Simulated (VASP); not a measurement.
InAs, 2 atoms in the cell. It takes space group F-43m (No. 216, cubic). The conventional cell has a = 6.036 Å, b = 6.036 Å, c = 6.036 Å, α = 90.00°, β = 90.00°, γ = 90.00°. Around In (site symmetry -43m) lie 4 As at 2.61 Å. Around As (site symmetry -43m) lie 4 In at 2.61 Å. 

* Program: VASP 6.6.1
* Task: single point
* Functional: PBE
* Potentials or basis: VASP PAW PBE potentials, release 64 (In_d, As)
* Cutoff: 520 eV
* k mesh: 14 × 14 × 14
* Occupations: gaussian, width 0.02 eV
* Spin: no spin polarisation
* Further INCAR settings: ALGO = Normal; EDIFF = 1e-07; NBANDS = 16

Potentials or basis: VASP PAW PBE potentials, release 64 (In_d, As).

Command:

```sh
$ cat potpaw_PBE.64/In_d/POTCAR potpaw_PBE.64/As/POTCAR > POTCAR
$ mpirun -np 1 vasp_std > vasp.out
```

Hardware: 1 thread of Intel(R) Xeon(R) Platinum 8259CL CPU @ 2.50GHz (Skylake/Cascade Lake), on a shared host.

Task: How long does it take, and how much memory?

Result: Wall time 50 s on 1 thread of Intel(R) Xeon(R) Platinum 8259CL CPU @ 2.50GHz (Skylake/Cascade Lake), with other jobs on the host, peak memory 0.24 GiB. Counts: scf iterations 14, k points 104.
